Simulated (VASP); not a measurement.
# SiO2 from a squeezed to a stretched cell, part 3 of 3

How does SiO2 change with the volume? The starting structure is a measured crystal structure from the Crystallography Open Database. All runs use LDA. The equilibrium cell comes from relaxations that aren't shown. At each volume, shape and positions are relaxed as far as symmetry leaves them free.

VASP 6.6.1.

Results so far: the equilibrium volume 0.0 GPa; 0.96 of the equilibrium volume 1.6 GPa; 1.04 of the equilibrium volume -1.1 GPa; 0.92 of the equilibrium volume 3.8 GPa; 0.98 of the equilibrium volume 0.8 GPa; 1.02 of the equilibrium volume -0.6 GPa; 0.9 of the equilibrium volume 5.1 GPa.

### 9. Relaxation at 1.06 of the equilibrium volume

Level of this step: LDA; plane waves and PAW (Si, O) (VASP).

INCAR reads:

```
SYSTEM = SiO2
PREC = Accurate
ENCUT = 560
EDIFF = 1E-07
NELM = 100
ISMEAR = 0
SIGMA = 0.03
LREAL = .FALSE.
ALGO = Normal
GGA = CA
NBANDS = 33
LORBIT = 11
LWAVE = .FALSE.
LCHARG = .FALSE.
KPAR = 16
IBRION = 2
NSW = 50
ISIF = 4
EDIFFG = -0.003
```

POSCAR reads:

```
SiO2
1.0
    4.9612409212      0.0000000000      0.0000000000
   -2.4806204605      4.2965606752      0.0000000000
    0.0000000000      0.0000000000      5.4735987911
Si O
3 6
Direct
    0.4639631929      0.0000000000      0.3333333300
    0.0000000000      0.4639631929      0.6666666700
    0.5360368071      0.5360368071      0.0000000000
    0.4111530174      0.2771474272      0.2217195301
    0.7228525728      0.1340055903      0.5550528601
    0.8659944097      0.5888469826      0.8883862001
    0.2771474272      0.4111530174      0.7782804699
    0.1340055903      0.7228525728      0.4449471399
    0.5888469826      0.8659944097      0.1116137999
```

KPOINTS reads:

```
Automatic mesh
0
Gamma
6 6 4
0 0 0
```

Potentials, in the order of the species: Si and O (LDA family, release 64).

Started as:

```sh
> mpirun -np 16 vasp_std
```

Output:

```text
[... set-up lines as in an earlier step ...]
 entering main loop
       N       E                     dE             d eps       ncg     rms          rms(c)
DAV:   1     0.280159814518E+03    0.28016E+03   -0.26118E+04  1584   0.142E+03
DAV:   2    -0.673702764591E+02   -0.34753E+03   -0.33484E+03  2071   0.309E+02
DAV:   3    -0.868432805884E+02   -0.19473E+02   -0.19375E+02  1968   0.779E+01
DAV:   4    -0.870700040533E+02   -0.22672E+00   -0.22640E+00  1992   0.940E+00
[...]
DAV:  12    -0.777047945315E+02   -0.16170E-06   -0.13869E-05  1942   0.221E-02    0.484E-03
DAV:  13    -0.777047946854E+02   -0.15385E-06   -0.30628E-06  1992   0.943E-03    0.228E-03
DAV:  14    -0.777047947165E+02   -0.31098E-07   -0.26461E-07  1679   0.302E-03
   1 F= -.77704795E+02 E0= -.77704795E+02  d E =-.777048E+02
[... from here on, the cycles between the ionic steps are left out ...]
   2 F= -.77797995E+02 E0= -.77797995E+02  d E =-.932000E-01
   3 F= -.77838896E+02 E0= -.77838896E+02  d E =-.134101E+00
   4 F= -.77858411E+02 E0= -.77858411E+02  d E =-.195150E-01
   5 F= -.77863936E+02 E0= -.77863936E+02  d E =-.250404E-01
   6 F= -.77869512E+02 E0= -.77869512E+02  d E =-.557575E-02
   7 F= -.77881948E+02 E0= -.77881948E+02  d E =-.180119E-01
   8 F= -.77887557E+02 E0= -.77887557E+02  d E =-.236201E-01
   9 F= -.77888565E+02 E0= -.77888565E+02  d E =-.246284E-01
  10 F= -.77889447E+02 E0= -.77889447E+02  d E =-.882191E-03
  11 F= -.77891784E+02 E0= -.77891784E+02  d E =-.321927E-02
  12 F= -.77895051E+02 E0= -.77895051E+02  d E =-.648595E-02
  13 F= -.77896126E+02 E0= -.77896126E+02  d E =-.756145E-02
  14 F= -.77896568E+02 E0= -.77896568E+02  d E =-.800335E-02
  15 F= -.77896723E+02 E0= -.77896723E+02  d E =-.154382E-03
  16 F= -.77896900E+02 E0= -.77896900E+02  d E =-.331717E-03
  17 F= -.77896945E+02 E0= -.77896945E+02  d E =-.377065E-03
  18 F= -.77896974E+02 E0= -.77896974E+02  d E =-.405478E-03
  19 F= -.77896956E+02 E0= -.77896956E+02  d E =0.177291E-04
  20 F= -.77896985E+02 E0= -.77896985E+02  d E =-.110142E-04
  21 F= -.77897002E+02 E0= -.77897002E+02  d E =-.168829E-04
 trial-energy change:   -0.000017  1 .order   -0.000017   -0.000033   -0.000001
 step:   1.0005(harm=  1.0005)  dis= 0.00059  next Energy=   -77.897002 (dE=-0.171E-04)
 reached required accuracy - stopping structural energy minimisation
```

It took 1.7 min on 16 MPI ranks of Intel Xeon 6975P-C (Granite Rapids), shared host; peak memory 4.8 GiB.

OUTCAR, selected parts (step 9):

```text
  Total       -1.1797316     -1.1797316     -1.1844304     -0.0000000      0.0000000     -0.0000000
  in kB      -16.1997965    -16.1997965    -16.2643202     -0.0000000      0.0000000     -0.0000000
  external PRESSURE =     -16.2213044 kB  Pullay stress =       0.0000000 kB

 POSITION                                       TOTAL-FORCE (eV/Angst)
 -----------------------------------------------------------------------------------
      2.35786     -0.00000      1.81887        -0.000351      0.000000     -0.000000
     -1.17893      2.04197      3.63774         0.000176     -0.000304     -0.000000
      1.30555      2.26127      0.00000         0.000176      0.000304     -0.000000
      1.42121      1.11545      1.13102        -0.000311     -0.001011     -0.000971
      3.29235      0.67308      2.94989         0.001031      0.000236     -0.000971
      2.73988      2.51472      4.76876        -0.000720      0.000774     -0.000971
      0.25540      1.78853      4.32559        -0.000720     -0.000774      0.000971
     -1.06327      3.18780      2.50672        -0.000311      0.001011      0.000971
      0.80787      3.63016      0.68785         0.001031     -0.000236      0.000971
 -----------------------------------------------------------------------------------
    total drift:                                0.000029     -0.000011      0.000000

  FREE ENERGIE OF THE ION-ELECTRON SYSTEM (eV)
  ---------------------------------------------------
  free  energy   TOTEN  =       -77.8970015590 eV

  energy  without entropy=      -77.8970015590  energy(sigma->0) =      -77.89700156

[... 2 parts as in an earlier step ...]

[... 2 further parts left out ...]
[key lines of the parts left out:]
E-fermi :   0.7936
```

1.06 of the equilibrium volume: 12.964 Å³ an atom and a pressure of -1.62 GPa, and 5.639 eV of gap on the mesh. Further runs on this cell, not shown, give the modes E (8) 1160.5, A1 (4) 1088.8, E (1) 115.0 cm⁻¹.

### 10. Comparison

| run | volume (Å³/atom) | pressure (GPa) | gap on the mesh (eV) | E (8) | A1 (4) | E (1) | core minutes |
| --- | --- | --- | --- | --- | --- | --- | --- |
| 0.9 of the equilibrium volume | 11.007 | 5.06 | 6.191 | 1135.6 | 1088.9 | 146.3 | 18.7 |
| 0.92 of the equilibrium volume | 11.252 | 3.77 | 6.108 | 1137.1 | 1087.2 | 142.9 | 21.9 |
| 0.96 of the equilibrium volume | 11.741 | 1.63 | 5.955 | - | - | - | 26.7 |
| 0.98 of the equilibrium volume | 11.986 | 0.78 | 5.885 | 1144.7 | 1085.3 | 134.2 | 22.4 |
| the equilibrium volume | 12.23 | 0.0 | 5.818 | 1147.7 | 1085.1 | 128.5 | 2.72 |
| 1.02 of the equilibrium volume | 12.475 | -0.58 | 5.756 | 1152.1 | 1086.6 | 124.1 | 20.0 |
| 1.04 of the equilibrium volume | 12.719 | -1.14 | 5.696 | 1156.2 | 1087.5 | 120.6 | 24.8 |
| 1.06 of the equilibrium volume | 12.964 | -1.62 | 5.639 | 1160.5 | 1088.8 | 115.0 | 27.5 |

Modes are in cm⁻¹ and matched by symmetry and order, imaginary ones as negative numbers. A number in brackets counts the listed modes of one symmetry from the lowest. The symmetry labels come from an automatic analysis and can be wrong where levels nearly coincide. Core minutes are wall time times ranks of the run shown, on a shared host.

### 11. What came out

```json
{
  "pressure at 0.9 of the equilibrium volume": "5.06 GPa",
  "pressure at 0.92 of the equilibrium volume": "3.77 GPa",
  "pressure at 0.96 of the equilibrium volume": "1.63 GPa",
  "pressure at 0.98 of the equilibrium volume": "0.78 GPa",
  "pressure at the equilibrium volume": "0.00 GPa",
  "pressure at 1.02 of the equilibrium volume": "-0.58 GPa",
  "pressure at 1.04 of the equilibrium volume": "-1.14 GPa",
  "pressure at 1.06 of the equilibrium volume": "-1.62 GPa"
}
```

In words: Between 0.9 of the equilibrium volume and 1.06 of the equilibrium volume the pressure on SiO2 goes from 5.1 to -1.6 GPa. Over this range the gap on the mesh falls or stays level: 6.19, 6.11, 5.95, 5.88, 5.82, 5.76, 5.70, 5.64 eV. Semilocal functionals give gaps that are too small, spin-orbit coupling is left out, and the mesh may miss the true band edges, by more at some strains than at others. Where bands change their order, the gap's trend can turn. The E (8) mode goes from 1136 to 1161 cm⁻¹, a mean mode Grüneisen parameter of -0.1. The A1 (4) mode goes from 1089 to 1089 cm⁻¹, but not steadily: 1089, 1087, 1085, 1085, 1087, 1088, 1089 cm⁻¹. The E (1) mode goes from 146 to 115 cm⁻¹, a mean mode Grüneisen parameter of 1.5. The energy is lowest at 1.02 of the equilibrium volume instead, a mark of the plane-wave basis that is kept in a relaxation, so all pressures carry an offset of some tenths of a GPa. The frequencies are harmonic, and the splitting of polar modes by their long-range field is left out. Further runs on this material are not shown.

[Lines on the potential files, build, host, timing and source positions are cut from VASP's logs without a mark.]

[Logs are printed without paths, hosts, clocks, repeated set-up lines and the standing remarks that a program may print on its own settings, such as how far it seeks lower states.]

[Hosts, paths, dates, database ids (printed as entryN), source tags and the programs' standing remarks are cut or masked in the printed files.]
